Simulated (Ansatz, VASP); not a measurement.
One calculation of CdF2, two programs

```
Cd F
1.0
     0.00000    2.64883    2.64883
     2.64883    0.00000    2.64883
     2.64883    2.64883    0.00000
Cd F
1 2
Direct
  0.00000 0.00000 0.00000
  0.25000 0.25000 0.25000
  0.75000 0.75000 0.75000
```

Alike in both runs: functional LDA; k mesh 8 × 8 × 8; occupations gaussian, width 0.02 eV; no spin polarisation.

Ansatz relaxed the structure, and its values are those at the end. VASP's run is a single point on that final structure, the one shown.

|  | VASP | Ansatz |
| --- | --- | --- |
| version | VASP 6.6.1 | Ansatz 0.2.0 |
| potentials or method | VASP PAW LDA potentials, release 64 (Cd, F) | scalar-relativistic, plane waves, PAW |
| plane-wave cutoff (eV) | 520 | 420 |
| valence electrons in the cell | 26 | 34 |

|  | VASP | Ansatz | Ansatz less VASP |
| --- | --- | --- | --- |
| gap on the k mesh at the Fermi level (eV) | 2.97 | 2.99 | +0.017 |
| least direct gap on the mesh (eV) | 3.39 | 3.40 | +0.012 |
| pressure (GPa) | 1.3 | 0.0 | -1.28 |

The two sets of potentials don't hold the same shells in valence.

A k mesh can miss the band edges. As with any semilocal functional, this LDA gap is likely too small.
